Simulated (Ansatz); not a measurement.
Crystal: Pb.

```
CELL_PARAMETERS angstrom
-1.97966 1.97966 1.97966
1.97966 -1.97966 1.97966
1.97966 1.97966 -1.97966
ATOMIC_POSITIONS crystal
Pb 0.00000 0.00000 0.00000
```

This isn't the form of Pb at room conditions, which is fcc.

* Program: Ansatz 0.2.0
* Task: relaxation of cell and atoms
* Functional: HSE03
* Potentials or basis: Ansatz PAW
* Cutoff: 420 eV (not typed: the program's choice for these potentials)
* k mesh: 5 × 5 × 5
* Occupations: fermi-dirac, width 0.05 eV
* Spin: no spin polarisation

At the start: volume 31.03 Å³/atom.

Where does the relaxation end?

It ends after 4 steps and the volume is 32.33 Å³/atom (+4.2 %); space group Im-3m (No. 229, to 0.05 Å).

Step by step:
```tsv
step	energy change (eV)	largest force (eV/Å)	volume (Å³)
1	0.0000	0.0000	31.03
2	-0.0072	0.0000	32.37
3	-0.0072	0.0000	32.33
4	-0.0073	0.0000	32.33
```

Final structure:
```
Pb
1.0
    -2.00679    2.00679    2.00679
     2.00679   -2.00679    2.00679
     2.00679    2.00679   -2.00679
Pb
1
Direct
  0.00000 0.00000 0.00000
```

Caveat: the k mesh is coarse (spacing up to 0.45 Å⁻¹), so the values aren't converged, least of all with exact exchange; the plane-wave basis is chosen anew once the cell has moved, so the energies of steps on either side of that aren't comparable; the PAW data sets come from PBE, with cores solved anew for the run's functional, which leaves a small shift of forces and pressure.
